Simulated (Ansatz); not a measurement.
## An elastic constant from a strain scan in SiO2

Theory: DFT r2SCAN, scalar-relativistic, plane waves, PAW (Ansatz 0.2.0). The runs took a 500 eV cutoff, a Γ-centred 6×6×4 mesh and Gaussian smearing (0.05 eV). No spin polarisation. Energies are free energies at this smearing, counted from the undisturbed cell; pressure is positive in compression.

The starting cell (relaxed at this level; this form isn't the usual structure):

```
Si O
1.0
     5.05968    0.00000    0.00000
    -2.52984    4.38181    0.00000
     0.00000    0.00000    5.54109
Si O
3 6
Cartesian
  -1.2649 2.1909 1.8470
  1.2649 2.1909 3.6941
  2.5298 0.0000 0.0000
  0.9493 3.4693 4.6176
  2.5298 2.5568 2.7705
  3.4792 0.9125 0.9235
  1.5805 0.9125 4.6176
  0.0000 1.8250 2.7705
  -0.9493 3.4693 0.9235
```

The cell is strained by ε times the Voigt pattern (1, 1, 0, 0, 0, 0) (xx, yy, zz, yz, xz, xy; engineering shear) with fractional coordinates fixed. The cell holds 9 atoms in V0 = 122.85 Å³. The stress column is τ = (1/V0) dE/dε, got from the stress tensor σ (compression positive) at each point as −det(1 + εP) σ : P(1 + εP)⁻¹, with P the pattern as a tensor.

| ε | ΔE (meV/atom) | τ (GPa) |
| --- | --- | --- |
| -0.0600 | 138.093 | -57.150 |
| -0.0450 | 75.455 | -41.089 |
| -0.0300 | 32.551 | -26.249 |
| -0.0150 | 7.874 | -12.557 |
| 0.0000 | 0.000 | 0.060 |
| 0.0150 | 7.595 | 11.666 |
| 0.0300 | 29.413 | 22.322 |
| 0.0450 | 64.265 | 32.083 |
| 0.0525 | 86.235 | 36.644 |
| 0.0600 | ? | ? |

Problem. Which combination of elastic constants does this scan measure, and how large is it?

Solution. For small ε, τ = τ0 + Kε with K = pᵀCp, which for this pattern is C11 + C22 + 2 C12 in the Cartesian frame shown. The parabola through τ at ε = -0.0150, 0 and 0.0150 has slope K = 807 GPa at zero. The energies per cell, E = NΔE, of the same two points give K = 2[E(ε₊)/ε₊ − E(ε₋)/ε₋]/[(ε₊ − ε₋)V0] = 807 GPa, in agreement. These are clamped-ion values.

Problem. Predict the withheld row at ε = 0.0600 from the harmonic law, and compare.

Solution. ΔE = V0(τ0 ε + Kε²/2)/N = 124.128 meV/atom and τ = 48.51 GPa. The calculation gives 111.051 meV/atom and 41.00 GPa: the energy lies 11 % below the harmonic value, as bonds soften when stretched.

Forces appear on the atoms along this scan, and letting them relax would lower the energy and soften the response.